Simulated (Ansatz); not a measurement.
# Point defect: Ga on an In site in InP

These are results of DFT PBE, scalar-relativistic, plane waves, PAW (Ansatz), not measurements. Run with 420 eV cutoff, 3×3×3 k-mesh, Gaussian smearing of 0.02 eV, collinear spin in charge +1, -1 alone.

Host crystal, relaxed:

```xyz
2
Lattice="0.0000 2.9799 2.9799 2.9799 0.0000 2.9799 2.9799 2.9799 0.0000" Properties=species:S:1:pos:R:3 pbc="T T T"
In    0.0000    0.0000    0.0000
P     1.4899    1.4899    1.4899
```

Supercell of 8 atoms, rows in host cell vectors: -1 -1 1; -1 1 -1; 1 -1 -1. Atoms relax at the host's cell, keeping the symmetry that the supercell leaves at the site. The cell is small, so energies carry finite-size errors of tenths of an eV. The host's Kohn–Sham gap is 0.44 eV. Atoms are taken from and returned to the elements' standard states. Charged cells are corrected for image charges with the computed static dielectric tensor (mean 15.1) and aligned with the host's potential at far atoms (alignment terms reach 0.64 eV; the program doubts the alignment in some charges, where it is up to 0.64 eV). No band-filling term is added, and the Fermi level counts from the host's valence band top.

Starting moments were lost in some runs.

Defect: Ga on an In site at (0.000, 0.000, 0.000) of the host cell.

Problem. What is the formation energy of the neutral defect?

Solution. -0.11 eV.

Problem. Does the neutral defect carry a moment, and how do its surroundings relax?

Solution. The neutral run had no spin polarisation, so a moment wasn't tested. The nearest neighbours before are 4 P at 2.58 Å; after relaxation the atoms near the site are 4 P at 2.47 Å; the largest move is 0.11 Å.

Problem. Charges +1, 0, -1 were computed. Which is stable where in the gap?

Solution. Among the charges computed the stable one is 0 at the valence band top and stays so across the gap. In charge +1, -1 the extra carrier would gain by moving to a band edge of the host, so it isn't bound in the gap. In charge +1, -1 the cell has partly filled bands: a level of the defect may be part filled, the carrier may sit in the host's bands, or levels may cross between the k points, so transitions that involve it are doubtful. Levels between neighbouring charges: (+1/0) -0.47 eV, (0/-1) 1.58 eV.